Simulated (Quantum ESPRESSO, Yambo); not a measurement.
# Excitons of SiC (F-43m) on ever denser meshes, part 2 of 4

Aim: the absorption spectrum of SiC (F-43m) with electron-hole interaction, and what each part of the kernel does.

Quantum ESPRESSO 7.5 and Yambo 5.3.0; PBE and many-body steps on it, plane waves. Known limits of the many-body steps: not at the basis limit; coarse k mesh; bindings not settled in the k mesh.

So far. Step 4 (Screening and self-energy, 4×4×4 mesh, 50 bands …): The gap on the mesh goes from 1.36 eV to 1.99 eV, a correction of +0.62 eV. Step 5 (Empty states on the mesh, 4×4×4 mesh, 12 bands): On this mesh the gap is 1.361 eV.

## Step 7: Excitons

Optical absorption needs the electron-hole interaction, solved here in a basis of vertical transitions on the mesh.

This step: Bethe-Salpeter equation on PBE with a scissors shift, plane waves, norm-conserving pseudopotentials.

Input file bse3.in:

```
optics
bss
bse
em1s
dipoles
rim_cut
RandQpts= 1000000
RandGvec= 1 RL
Chimod= "HARTREE"
BSKmod= "SEX"
BSEmod= "resonant"
BSSmod= "d"
BSENGexx= 20 Ry
BSENGBlk= 4 Ry
% BSEQptR
 1 | 1 |
%
% BSEBands
 2 | 5 |
%
% BEnRange
 0 | 8 | eV
%
% BDmRange
 0.1 | 0.1 | eV
%
BEnSteps= 161
% BLongDir
 1 | 0 | 0 |
%
% BndsRnXs
 1 | 12 |
%
NGsBlkXs= 4 Ry
% LongDrXs
 1 | 1 | 1 |
%
% KfnQP_E
 0.986 | 1.0 | 1.0 |
%
WRbsWF
FFTGvecs= 33 Ry
```

The run is started by

```bash
OMP_NUM_THREADS=1 mpirun -n 4 yambo -F bse3.in -J bse3 -C bse3 > bse3.log
```

Log:

```text
 Yambo, version 5.3.0

 [02] CORE Variables Setup
 =========================

  [... cell, symmetries and grids as in the set-up ...]

  [02.05] Energies & Occupations
  ==============================

  [X] === General ===
  [X] Electronic Temperature                        :  0.000000  0.000000 [eV K]
  [X] Bosonic    Temperature                        :  0.000000  0.000000 [eV K]
  [X] Finite Temperature mode                       : no
  [X] El. density                                   :  0.38662E+24 [cm-3]
  [X] Fermi Level                                   :  9.496078 [eV]

  [X] === Gaps and Widths ===
  [X] Conduction Band Min                           :  1.361349 [eV]
  [X] Valence Band Max                              :  0.000000 [eV]
  [X] Filled Bands                                  :   4
  [X] Empty Bands                                   :   5  12
  [X] Direct Gap                                    :  4.552957 [eV]
  [X] Direct Gap localized at k                     :   7
  [X] Indirect Gap                                  :  1.361349 [eV]
  [X] Indirect Gap between kpts                     :   1   7
  [X] Last valence band width                       :  4.691461 [eV]
  [X] 1st conduction band width                     :  4.862002 [eV]

 [03] Transferred momenta grid and indexing
 ==========================================

 [BZ sampling] Q-grid is User defined and/or read from the database

 IBZ Q-points                                      :   8
 BZ  Q-points                                      :   64

 K/Q-points units:
 rlu = crystal or reduced units; cc = cartesian coordinates; iku = interal k-units

 Q [1]          [rlu]:  0.000000  0.000000  0.000000
 Q [2]          [rlu]: -0.86518E-17 -0.86518E-17  0.25000
 Q [3]          [rlu]:  0.17304E-16  0.17304E-16 -0.50000
 Q [4]          [rlu]:  0.23594E-17  0.25000      0.25000
 Q [5]          [rlu]:  0.14582E-17  0.25000      0.50000
 Q [6]          [rlu]: -0.93719E-16  0.25000     -0.25000
 Q [7]          [rlu]: -0.47188E-17 -0.50000     -0.50000
 Q [8]          [rlu]:  0.250000 -0.500000 -0.250000

  [03.01] X + BSE indexes
  =======================

   [03.01.01] Sigma indexes
   ========================

 [04] Coloumb potential Random Integration (RIM)
 ===============================================

  [04.01] RIM initialization
  ==========================

  * Diagonal components only detected *

  8 x (sBL volume)        :  0.222050 [a.u.]
  sBZ random points       :  1000000
  Points outside the sBZ  :   7996195
  RL volume               :  1.776402 [a.u.]
  Integrated volume       :  1.777248 [a.u.]

  [04.02] RIM integrals
  =====================

  Gamma point sphere radius             :  0.109842 [a.u.]
  Points outside the sphere             :   799659
  [Int_sBZ(q=0) 1/q^2]*(Vol_sBZ)^(-1/3) =:  7.764404
                                 should be <:  7.795600

  Summary of Coulomb integrals for non-metallic bands |Q|[au] RIM/Bare

  Q [1] 0.100000E-4 0.995998 * Q [2] 0.330365 1.064860
  Q [4] 0.381473 1.063764 * Q [6] 0.539484 1.026684
  Q [5] 0.632601 1.019317 * Q [3] 0.660731 1.017217
  Q [7] 0.762946 1.013693 * Q [8] 0.853000 1.010740

 [05] External/Internal QP corrections
 =====================================

 [QP_apply] Action to be applied: USER defined scissor

  [05.01]  QP corrections report
  ==============================

  [K+QP] === General ===
  [K+QP] Electronic Temperature                     :  0.000000  0.000000 [eV K]
  [K+QP] Bosonic    Temperature                     :  0.000000  0.000000 [eV K]
  [K+QP] Finite Temperature mode                    : no
  [K+QP] El. density                                :  0.38662E+24 [cm-3]
  [K+QP] Fermi Level                                :  0.000000 [eV]

  [K+QP] === Gaps and Widths ===
  [K+QP] Conduction Band Min                        :  2.347349 [eV]
  [K+QP] Valence Band Max                           :  0.000000 [eV]
  [K+QP] Filled Bands                               :   4
[...]
io_Double_Grid :      0.0001s P1 ( 2 calls,   0.066 msec avg) [MAX]      0.0001s P2 ( 2 calls,   0.051 msec avg) [min]
                                    scatter_Gamp :      0.0001s P2 ( 8 calls,   0.015 msec avg) [MAX]      0.0001s P1 ( 8 calls,   0.013 msec avg) [min]
                                    io_BSS_diago :      0.0086s P1 ( 2 calls,   4.275 msec avg) [MAX]      0.0001s P2 ( 2 calls,   0.062 msec avg) [min]
                                       X (REDUX) :      0.0022s P2 ( 8 calls,   0.274 msec avg) [MAX]      0.0002s P1 ( 8 calls,   0.023 msec avg) [min]
                          BSE components folding :      0.0002s P2 [MAX]      0.0002s P3 [min]
                         IO_and_Messaging_switch :      0.0002s P1 (85 calls,   0.003 msec avg) [MAX]      0.0002s P3 (83 calls,   0.002 msec avg) [min]
                              BSE matrix (REDUX) :      0.0003s P2 [MAX]      0.0003s P3 [min]
                                      Xo (REDUX) :      0.0319s P2 ( 8 calls,   3.987 msec avg) [MAX]      0.0005s P1 ( 8 calls,   0.066 msec avg) [min]
                                  eval_G_minus_G :      0.0006s P1 [MAX]      0.0006s P3 [min]
                                    PP_uspp_init :      0.0010s P1 (25 calls,   0.042 msec avg) [MAX]      0.0010s P2 (25 calls,   0.038 msec avg) [min]
                               SERIAL_lin_system :      0.0013s P1 ( 8 calls,   0.160 msec avg)
                                   X (procedure) :      0.0044s P1 ( 8 calls,   0.544 msec avg) [MAX]      0.0023s P3 ( 8 calls,   0.290 msec avg) [min]
                                     K_WF_phases :      0.0083s P4 [MAX]      0.0048s P1 [min]
                                        io_QINDX :      0.0174s P1 ( 5 calls,   3.487 msec avg) [MAX]      0.0076s P4 ( 3 calls,   2.527 msec avg) [min]
                                     BSE dipoles :      0.0085s P3 [MAX]      0.0085s P2 [min]
                                           io_BS :      0.0133s P1 (47 calls,   0.282 msec avg) [MAX]      0.0124s P4 (43 calls,   0.289 msec avg) [min]
                                     io_KB_pwscf :      0.0152s P4 (10 calls,   1.522 msec avg) [MAX]      0.0150s P1 (10 calls,   1.500 msec avg) [min]
                                            io_X :      0.0572s P1 (25 calls,   2.287 msec avg) [MAX]      0.0153s P4 (25 calls,   0.611 msec avg) [min]
                                 bz_samp_indexes :      0.0155s P2 [MAX]      0.0155s P1 [min]
                                         io_GROT :      0.0163s P3 ( 2 calls,   8.148 msec avg) [MAX]      0.0157s P4 ( 2 calls,   7.828 msec avg) [min]
                            X T_space Kernel sum :      0.0237s P3 (64 calls,   0.370 msec avg) [MAX]      0.0167s P2 (72 calls,   0.232 msec avg) [min]
                                      T_space IP :      0.0181s P1 [MAX]      0.0174s P4 [min]
                                       FFT_setup :      0.0220s P1 (25 calls,   0.882 msec avg) [MAX]      0.0206s P4 (24 calls,   0.857 msec avg) [min]
                                      io_DIPOLES :      0.0424s P1 (25 calls,   1.697 msec avg) [MAX]      0.0215s P4 (17 calls,   1.263 msec avg) [min]
                SERIAL_HERMITIAN_diagonalization :      0.0253s P3 [MAX]      0.0252s P4 [min]
                                  LINEAR ALGEBRA :      0.0266s P1 ( 9 calls,   2.958 msec avg) [MAX]      0.0252s P4 [min]
                                     WF_load_FFT :      0.0402s P2 (25 calls,   1.607 msec avg) [MAX]      0.0393s P4 (24 calls,   1.639 msec avg) [min]
                                     io_fragment :      0.0524s P1 (84 calls,   0.623 msec avg) [MAX]      0.0405s P4 (67 calls,   0.604 msec avg) [min]
                               T_space CORR Osc. :      0.0451s P2 (36 calls,   1.253 msec avg) [MAX]      0.0432s P4 (32 calls,   1.350 msec avg) [min]
                                    Diago Solver :      0.0555s P1 [MAX]      0.0452s P4 [min]
                                  DIPOLE_g_space :      0.0555s P4 [MAX]      0.0555s P3 [min]
                                T_space EXX Osc. :      0.0628s P1 (15 calls,   4.188 msec avg) [MAX]      0.0585s P4 (14 calls,   4.176 msec avg) [min]
                                           io_WF :      0.0695s P2 (90 calls,   0.772 msec avg) [MAX]      0.0671s P4 (87 calls,   0.771 msec avg) [min]
                                  Xo (procedure) :      0.0793s P1 ( 8 calls,   9.911 msec avg) [MAX]      0.0773s P2 ( 8 calls,   9.660 msec avg) [min]
                                X T_space Kernel :      0.1599s P3 [MAX]      0.1558s P1 [min]
                                             RIM :      0.5549s P1 [MAX]      0.5544s P4 [min]
                                         Dipoles :      1.0844s P1 [MAX]      1.0844s P4 [min]

 [11] Game Over & Game summary
```

Elapsed: 2.8 s, on 4 MPI ranks of Arm Neoverse V1, shared host; peak memory 0.96 GiB.

Numbers from this step:

```yaml
transitions_in_the_window: 192
direct_gap_of_the_transition_levels: 5.539 eV
lowest_state: 5.169 eV
first_strong_exciton_over_a_fiftieth_of_the_strongest_listed: 5.179 eV
binding_of_the_lowest_state_below_the_direct_gap: 0.3703 eV
coulomb_term_of_one_mesh_cell: 0.4199 eV
```

The binding is 0.88 times the screened Coulomb term of one mesh cell (0.42 eV), so it is not shown settled.

The lowest state lies at 5.169 eV, 0.370 eV under the direct gap.

Lines within 3 meV are set at the lowest of them, and the highest group, which the list may cut short, is left out. Lines of the exciton spectrum (strongest = 100):

| position (eV) | lines merged | strength, relative |
| --- | --- | --- |
| 5.169 | 3 | 0.2 |
| 5.178 | 3 | 24 |
| 6.419 | 3 | 100 |
| 6.465 | 3 | 0.0 |
| 6.587 | 3 | 0.0 |
| 6.619 | 3 | 0.0 |
| 6.646 | 2 | 0.0 |
| 6.670 | 3 | 0.0 |

The ε₂ has structure finer than the step of the table below, so its rows give means over 0.25 eV, whole bins alone (the curve runs from 0 to 8 eV). Peaks (eV: height): BSE 5.200: 30.0, 6.400: 121; no electron-hole interaction 5.550: 17.4, 7.000: 84.7, 7.600: 47.0.

Field along x; broadening 0.1 eV; transition window only. Limits: finite bands, cutoff and mesh; coarse k mesh; exciton not shown settled in the k mesh. ε₂ against photon energy; means over each step:

```csv
photon energy (eV),BSE,no electron-hole interaction
0.25,0.0518,0.0402
0.50,0.0565,0.0433
0.75,0.0618,0.0469
1.00,0.0680,0.0509
1.25,0.0752,0.0555
1.50,0.0836,0.0608
1.75,0.0935,0.0669
2.00,0.105,0.0740
2.25,0.120,0.0823
2.50,0.138,0.0921
2.75,0.160,0.104
3.00,0.188,0.118
3.25,0.226,0.136
3.50,0.277,0.159
3.75,0.350,0.189
4.00,0.463,0.230
4.25,0.656,0.288
4.50,1.05,0.380
4.75,2.22,0.545
5.00,10.2,0.935
5.25,19.9,2.62
5.50,4.75,12.1
5.75,3.95,4.85
6.00,8.10,2.00
6.25,43.2,2.29
6.50,76.1,4.24
6.75,17.1,14.7
7.00,12.7,64.0
7.25,10.5,28.1
7.50,5.15,37.4
7.75,1.90,30.8
```

## Step 8: Triplet (no exchange term)

bse4.in, as its differences from bse3.in of step 7:

```diff
@@ -12,3 +12,3 @@
 BSSmod= "d"
-BSENGexx= 20 Ry
+BSENGexx= 1 RL
 BSENGBlk= 4 Ry
```

The run is started by

```bash
OMP_NUM_THREADS=1 mpirun -n 4 yambo -F bse4.in -J bse4,bse3_W -C bse4 > bse4.log
```

Log:

```text
 Yambo, version 5.3.0

 [02] CORE Variables Setup
 =========================

  [... cell, symmetries and grids as in the set-up ...]

  [02.05] Energies & Occupations
  ==============================

  [X] === General ===
  [X] Electronic Temperature                        :  0.000000  0.000000 [eV K]
  [X] Bosonic    Temperature                        :  0.000000  0.000000 [eV K]
  [X] Finite Temperature mode                       : no
  [X] El. density                                   :  0.38662E+24 [cm-3]
  [X] Fermi Level                                   :  9.496078 [eV]

  [X] === Gaps and Widths ===
  [X] Conduction Band Min                           :  1.361349 [eV]
  [X] Valence Band Max                              :  0.000000 [eV]
  [X] Filled Bands                                  :   4
  [X] Empty Bands                                   :   5  12
  [X] Direct Gap                                    :  4.552957 [eV]
  [X] Direct Gap localized at k                     :   7
  [X] Indirect Gap                                  :  1.361349 [eV]
  [X] Indirect Gap between kpts                     :   1   7
  [X] Last valence band width                       :  4.691461 [eV]
  [X] 1st conduction band width                     :  4.862002 [eV]

 [03] Transferred momenta grid and indexing
 ==========================================

 IBZ Q-points                                      :   8
 BZ  Q-points                                      :   64

 K/Q-points units:
 rlu = crystal or reduced units; cc = cartesian coordinates; iku = interal k-units

 Q [1]          [rlu]:  0.000000  0.000000  0.000000
 Q [2]          [rlu]: -0.86518E-17 -0.86518E-17  0.25000
 Q [3]          [rlu]:  0.17304E-16  0.17304E-16 -0.50000
[...]
BSE dipoles :      0.0094s P3 [MAX]      0.0094s P2 [min]
                  X T_space Kernel sum :      0.0181s P3 (64 calls,   0.284 msec avg) [MAX]      0.0127s P1 (72 calls,   0.176 msec avg) [min]
                                 io_BS :      0.0137s P3 (43 calls,   0.319 msec avg) [MAX]      0.0129s P4 (43 calls,   0.300 msec avg) [min]
                            io_DIPOLES :      0.0132s P3 ( 7 calls,   1.890 msec avg) [MAX]      0.0132s P1 ( 7 calls,   1.884 msec avg) [min]
                               io_GROT :      0.0165s P3 ( 2 calls,   8.253 msec avg) [MAX]      0.0153s P1 ( 2 calls,   7.654 msec avg) [min]
                            T_space IP :      0.0177s P3 [MAX]      0.0173s P1 [min]
                             FFT_setup :      0.0198s P1 (17 calls,   1.166 msec avg) [MAX]      0.0185s P4 (16 calls,   1.156 msec avg) [min]
                           WF_load_FFT :      0.0236s P1 (16 calls,   1.476 msec avg) [MAX]      0.0226s P4 (15 calls,   1.509 msec avg) [min]
      SERIAL_HERMITIAN_diagonalization :      0.0274s P3 [MAX]      0.0270s P2 [min]
                        LINEAR ALGEBRA :      0.0274s P3 [MAX]      0.0270s P2 [min]
                           io_fragment :      0.0297s P1 (45 calls,   0.661 msec avg) [MAX]      0.0290s P4 (44 calls,   0.660 msec avg) [min]
                                 io_WF :      0.0426s P2 (56 calls,   0.761 msec avg) [MAX]      0.0402s P4 (53 calls,   0.759 msec avg) [min]
                     T_space CORR Osc. :      0.0454s P3 (32 calls,   1.417 msec avg) [MAX]      0.0435s P4 (32 calls,   1.359 msec avg) [min]
                                  io_X :      0.0470s P1 (24 calls,   1.957 msec avg) [MAX]      0.0462s P4 (24 calls,   1.925 msec avg) [min]
                          Diago Solver :      0.0587s P1 [MAX]      0.0476s P2 [min]
                      T_space EXX Osc. :      0.0625s P1 (15 calls,   4.166 msec avg) [MAX]      0.0584s P4 (14 calls,   4.172 msec avg) [min]
                      X T_space Kernel :      0.1576s P3 [MAX]      0.1520s P4 [min]

 [11] Game Over & Game summary
[key lines of the parts left out:]
Dipoles :      0.0038s P2 [MAX]      0.0037s P4 [min]
```

Run time: 1.1 s. Hardware: 4 MPI ranks; peak memory 0.24 GiB.

The lowest triplet lies at 5.128 eV; without spin-orbit coupling triplets are dark, so no spectrum is read.

## Step 9: Empty states on the mesh, 6×6×6 mesh, 12 bands

This step: Quantum ESPRESSO 7.5; DFT, PBE, plane waves, norm-conserving pseudopotentials.

Input file pw.in:

```
&control
  calculation = 'nscf'
  prefix = 'x'
  outdir = 'o'
  pseudo_dir = 'pseudo'
/
&system
  ibrav = 0
  nat = 2
  ntyp = 2
  ecutwfc = 74.0
  nbnd = 12
  force_symmorphic = .true.
/
&electrons
  conv_thr = 1e-9
  electron_maxstep = 80
  diago_full_acc = .true.
  diago_thr_init = 5e-6
/
ATOMIC_SPECIES
  Si 28.085 Si.upf
  C 12.011 C.upf
CELL_PARAMETERS angstrom
  -0.0000000000 2.1790000000 2.1790000000
  2.1790000000 -0.0000000000 2.1790000000
  2.1790000000 2.1790000000 -0.0000000000
ATOMIC_POSITIONS crystal
  Si 0.0000000000 0.0000000000 0.0000000000
  C 0.2500000000 0.2500000000 0.2500000000
K_POINTS automatic
  6 6 6 0 0 0
```

The run is started by

```bash
OMP_NUM_THREADS=1 mpirun -n 4 pw.x -nk 4 -in pw.in > pw.out
```

Log:

```text
[banner, memory and clock lines left out]
Program PWSCF v.7.5 starts

     Atomic positions and unit cell read from directory:
     o/x.save/

     Message from routine setup:
     using ibrav=0 with symmetry is DISCOURAGED, use correct ibrav instead

     G-vector sticks info

     bravais-lattice index     =            0
     lattice parameter (alat)  =       5.8233  a.u.
     unit-cell volume          =     139.6363 (a.u.)^3
     number of atoms/cell      =            2
     number of atomic types    =            2
     number of electrons       =         8.00
[...]
-5.9135   9.4961   9.4961   9.4961  15.7194  16.8074  16.8074  16.8074
    24.0247  24.0247  25.9551  26.7794

          k = 0.1179 0.1179-0.1179 (  1489 PWs)   bands (ev):

    -5.3746   7.1224   9.1655   9.1655  15.8365  17.3236  17.3236  17.8449
    22.4957  22.4957  25.1676  28.4713

          k = 0.2357 0.2357-0.2357 (  1501 PWs)   bands (ev):

    -3.8486   3.3156   8.6503   8.6503  15.1794  17.1450  17.1450  19.4109
    23.7912  23.7912  24.7588  32.1409

          k =-0.3536-0.3536 0.3536 (  1502 PWs)   bands (ev):

     [... further k-points ...]

     highest occupied, lowest unoccupied level (ev):     9.4961   10.8574

     XML data file, pseudopotentials, collected wavefunctions
```

Wall time 1.1 s (4 MPI ranks); peak memory 0.05 GiB.

Numbers from this step:

```yaml
gap: 1.361 eV
k_of_the_valence_top: 0, 0, 0
k_of_the_conduction_bottom: 0, -0.5, -0.5
least_direct_gap: 4.553 eV
k_points_computed: 16
lowest_point_of_the_top_converged_band_above_the_valence_top: 17.28 eV
```

On this mesh the gap is 1.361 eV.

## Step 10: Conversion and set-up

This step: Yambo 5.3.0; conversion and set-up on PBE, plane waves, norm-conserving pseudopotentials.

The run is started by

```bash
(cd o/x.save; p2y > p2y.log; mv SAVE ../..); yambo > setup.log
```

Log:

```text
 Yambo, version 5.3.0

 [02] CORE Variables Setup
 =========================

  [02.01] Unit cells
  ==================

  Cell kind             :  FCC
  Atoms in the cell     :  Si  C
  number of Si atoms    :  1
  number of C  atoms    :  1

  List of atomic masses
  Mass of Si    :  28.08500
  Mass of C     :  12.01100

  List of atomic coordinates    : [cc]
  Si1       :  0.000000  0.000000  0.000000  order 1
  C1       :  2.058857  2.058857  2.058857  order 2

  Alat factors          :  4.117713  4.117713  4.117713 [a.u.]
  Direct lattice volume :  139.6363 [a.u.]
[...]
Q [ 1]         [rlu]:  0.000000  0.000000  0.000000
 Q [ 2]         [rlu]:  0.16734E-16  0.16734E-16  0.16667
 Q [ 3]         [rlu]:  0.33468E-16  0.33468E-16  0.33333
[...]
Q [ 8]         [rlu]: -0.19076E-16  0.16667     -0.33333
 Q [ 9]         [rlu]: -0.57120E-17  0.16667     -0.16667
 Q [10]         [rlu]:  0.31459E-17  0.33333      0.33333
     [... 4 further rows ...]
 Q [15]         [rlu]:  0.166667  0.333333 -0.333333
 Q [16]         [rlu]:  0.166667 -0.500000 -0.333333

  [03.01] X indexes
  =================

   [03.01.01] Sigma indexes
   ========================

 [06] Game Over & Game summary
```

Elapsed: 2.2 s, on 1 MPI rank; peak memory 0.23 GiB.

(Part 2 of 4 ends here.)

[Paths, hosts, dates, memory and timing lines, banners, echoed tables and standing remarks are left out of the program output.]

[Logs are printed without paths, hosts, clocks, repeated set-up lines and the standing remarks that a program may print on its own settings, such as how far it seeks lower states.]

[Runs of the session that timed out or met a known fault of the program may be left out.]

[Hosts, paths, dates, database ids (printed as entryN), source tags and the programs' standing remarks are cut or masked in the printed files.]
